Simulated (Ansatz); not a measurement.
# Sn17H24: the cost of one run

Computed with Ansatz 0.2.0 (DFT PBE, scalar-relativistic, plane waves, PAW, unless a step's input says otherwise).

2 further runs of the same task are left out: 2 set aside as unsound or not needed.

## 1. The structure to begin with

Symmetry: Fd-3m, No. 227, cubic system. The conventional cell has a = 6.655 Å, b = 6.655 Å, c = 6.655 Å, α = 90.00°, β = 90.00°, γ = 90.00°. Around Sn (site symmetry -43m) lie 4 Sn at 2.88 Å.

Coordinates:

```
CELL_PARAMETERS angstrom
0.00000 3.32732 3.32732
3.32732 0.00000 3.32732
3.32732 3.32732 0.00000
ATOMIC_POSITIONS crystal
Sn 0.00000 0.00000 0.00000
Sn 0.25000 0.25000 0.25000
```

It is the result of an earlier relaxation at this level (volume 36.84 Å³/atom; gap on the mesh: none (metal)).

## 2. Building the cluster of 17 host atoms with H caps, cut as a sphere about point 0.22 0.01 0.23

The cluster is cut from the relaxed crystal and set in a periodic box with vacuum round it. Its excess energy counts from the bulk, -6024.2124 eV an atom. Each H cap counts from half an H2 molecule (-15.872 eV in a separate run).

The cell holds 17 Sn, 24 H: a = 17.800 Å, b = 18.100 Å, c = 20.100 Å, α = 90.00°, β = 90.00°, γ = 90.00°.

## 3. Relaxing it

Contents of input.yaml:

```yaml
crystal:
  lattice:
    - [17.8, 0.0, 0.0]
    - [0.0, 18.1, 0.0]
    - [0.0, 0.0, 20.1]
  atoms:
    - { symbol: Sn, position: [0.4532679108, 0.5459575242, 0.4172307275] }
    - { symbol: Sn, position: [0.4532679108, 0.5459575242, 0.7483078174] }
    - { symbol: Sn, position: [0.5467320892, 0.4540424758, 0.3344614551] }
    - { symbol: Sn, position: [0.5467320892, 0.4540424758, 0.6655385449] }
    - { symbol: Sn, position: [0.4532679108, 0.3621274274, 0.5827692725] }
    - { symbol: Sn, position: [0.4532679108, 0.729787621, 0.5827692725] }
    - { symbol: Sn, position: [0.5467320892, 0.270212379, 0.5] }
    - { symbol: Sn, position: [0.5467320892, 0.6378725726, 0.5] }
    - { symbol: Sn, position: [0.2663395539, 0.5459575242, 0.5827692725] }
    - { symbol: Sn, position: [0.6401962677, 0.5459575242, 0.2516921826] }
    - { symbol: Sn, position: [0.6401962677, 0.5459575242, 0.5827692725] }
    - { symbol: Sn, position: [0.3598037323, 0.4540424758, 0.5] }
    - { symbol: Sn, position: [0.7336604461, 0.4540424758, 0.5] }
    - { symbol: Sn, position: [0.6401962677, 0.3621274274, 0.4172307275] }
    - { symbol: Sn, position: [0.6401962677, 0.729787621, 0.4172307275] }
    - { symbol: Sn, position: [0.3598037323, 0.6378725726, 0.6655385449] }
    - { symbol: Sn, position: [0.7336604461, 0.6378725726, 0.3344614551] }
    - { symbol: H, position: [0.3974790084, 0.6008217487, 0.3678256299] }
    - { symbol: H, position: [0.5090568132, 0.6008217487, 0.797712915] }
    - { symbol: H, position: [0.3974790084, 0.4910932997, 0.797712915] }
    - { symbol: H, position: [0.4909431868, 0.3991782513, 0.2850563574] }
    - { symbol: H, position: [0.6025209916, 0.3991782513, 0.7149436426] }
    - { symbol: H, position: [0.3974790084, 0.3072632029, 0.6321743701] }
    - { symbol: H, position: [0.5090568132, 0.7846518455, 0.6321743701] }
    - { symbol: H, position: [0.3974790084, 0.7846518455, 0.5333641748] }
    - { symbol: H, position: [0.4909431868, 0.2153481545, 0.4505949023] }
    - { symbol: H, position: [0.6025209916, 0.2153481545, 0.5494050977] }
    - { symbol: H, position: [0.2105506515, 0.4910932997, 0.6321743701] }
    - { symbol: H, position: [0.2105506515, 0.6008217487, 0.5333641748] }
    - { symbol: H, position: [0.5844073652, 0.6008217487, 0.202287085] }
    - { symbol: H, position: [0.6959851701, 0.4910932997, 0.202287085] }
    - { symbol: H, position: [0.6959851701, 0.6008217487, 0.6321743701] }
    - { symbol: H, position: [0.3040148299, 0.3991782513, 0.4505949023] }
    - { symbol: H, position: [0.7894493485, 0.5089067003, 0.4505949023] }
    - { symbol: H, position: [0.7894493485, 0.3991782513, 0.5494050977] }
    - { symbol: H, position: [0.6959851701, 0.3072632029, 0.3678256299] }
    - { symbol: H, position: [0.5844073652, 0.7846518455, 0.3678256299] }
    - { symbol: H, position: [0.6959851701, 0.7846518455, 0.4666358252] }
    - { symbol: H, position: [0.3040148299, 0.6927367971, 0.7149436426] }
    - { symbol: H, position: [0.7894493485, 0.5830083481, 0.3838665528] }
    - { symbol: H, position: [0.7894493485, 0.6927367971, 0.2850563574] }
basis:
  ecutwfc: 420
kpoints:
  mp_grid: { grid: [1, 1, 1] }
hamiltonian:
  xc: pbe
scf:
  occupations: { method: gaussian, width: 0.05 }
output:
  forces: true
  eigenvalues: true
  write_density: true
  write_potential: true
  elf: true
  volumetric_format: npy
relax:
  adjacent_minimum: "off"
  f_tol: 0.03
  max_steps: 40
```

Run with:

```
ansatz run input.yaml --threads 4 --pin off --max-ram 11264MiB --backend cpu --events-out ev --progress --plain --runs-dir out
```

**Question.** How long does this run take on 4 threads of Arm Neoverse V2, shared host, and how much memory does it need?

About 6.2 min, with a peak of 4.2 GiB.
